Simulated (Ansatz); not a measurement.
## Sn: checking dH/dP = V

Computed with Ansatz, DFT r2SCAN, scalar-relativistic, plane waves, PAW. Settings: 500 eV cutoff, 12×12×12 k-mesh, Gaussian smearing of 0.10 eV, no spin polarisation.

Reference structure (relaxed):

```
Sn
1.0
     0.00000    3.28227    3.28227
     3.28227    0.00000    3.28227
     3.28227    3.28227    0.00000
Sn
2
Direct
  0.00000 0.00000 0.00000
  0.25000 0.25000 0.25000
```

Cell and atoms were relaxed at each target pressure within the start's symmetry (Fd-3m), at zero temperature; other phases can be more stable under pressure. H = E + PV with P the target; E is the free energy at the smearing used, whose derivative the pressure is, per atom and counted from zero pressure.

| P (GPa) | V (Å³/atom) | E − E0 (meV) | H − H0 (meV) |
| --- | --- | --- | --- |
| 0 | 35.361 | 0.0 | 0.0 |
| 2 | 33.958 | 8.4 | 432.3 |
| 5 | 32.248 | 44.8 | 1051.2 |
| 10 | 30.195 | 138.9 | 2023.6 |
| 20 | 27.479 | 386.0 | 3816.3 |
| 40 | 24.222 | 976.1 | 7023.5 |

Question: Thermodynamics gives dH/dP = V along a relaxed path. Integrate V over P by the trapezoid rule and compare with the computed enthalpies.

Answer: With 1 eV/Å³ = 160.22 GPa, each step adds the mean volume times ΔP / 160.22:
| P (GPa) | ∫V dP (meV) | H − H0 (meV) | difference (meV) |
| --- | --- | --- | --- |
| 2 | 432.7 | 432.3 | 0.3 |
| 5 | 1052.5 | 1051.2 | 1.3 |
| 10 | 2026.8 | 2023.6 | 3.2 |
| 20 | 3826.7 | 3816.3 | 10.4 |
| 40 | 7053.7 | 7023.5 | 30.2 |

V(P) curves upward, so the trapezoid rule runs high; integrating a smooth curve through the same points (P as a polynomial of degree 4 in ln V) puts that excess at about 27.6 meV at 40 GPa, against the 30.2 meV found. What is left comes from the shape of V(P) between points this far apart, and from the mesh, the smearing and the stress tolerance.

Question: At 40 GPa, how much of the enthalpy change is stored energy and how much is the PV term?

Answer: E rises by 976 meV/atom and PV is 40 × 24.222 / 160.22 = 6047 meV/atom, so PV makes 86 % of ΔH. So between rival structures at high pressure a small difference in volume can outweigh the difference in energy: 1 % of this volume is worth 60.5 meV/atom at this pressure.

Question: What bulk modulus do the lowest pressures give?

Answer: From the pressures that the runs reached, -2.02 GPa (37.354 Å³) and 1.96 GPa (33.958 Å³), B = −ΔP/Δln V = 3.98 / 0.0953 = 42 GPa, a mean over that range.

The enthalpies and volumes are consistent with each other, since most of the mismatch at 40 GPa is accounted for by the curvature of V(P). This supports the match between energies and stresses, but doesn't test how well the functional describes tin.

The stored energy's share of ΔH grows at every step because, near the minimum, E rises quadratically with pressure while PV rises linearly. The flattening of V(P) reflects stiffening. In the diamond structure symmetry fixes the atomic positions, so the network can't yield by bending its bond angles and every bond must shorten, against steeply growing Pauli repulsion. The initial softness fits the long, weak sp³ bonds formed by tin's diffuse 5s and 5p orbitals.

Tetrahedral tin is an open structure, and the metallic white form is known to be markedly denser. The PV term therefore favours white tin increasingly under compression, and the upper part of this curve probably describes a compressed metastable network rather than the tin found in experiment at those pressures.
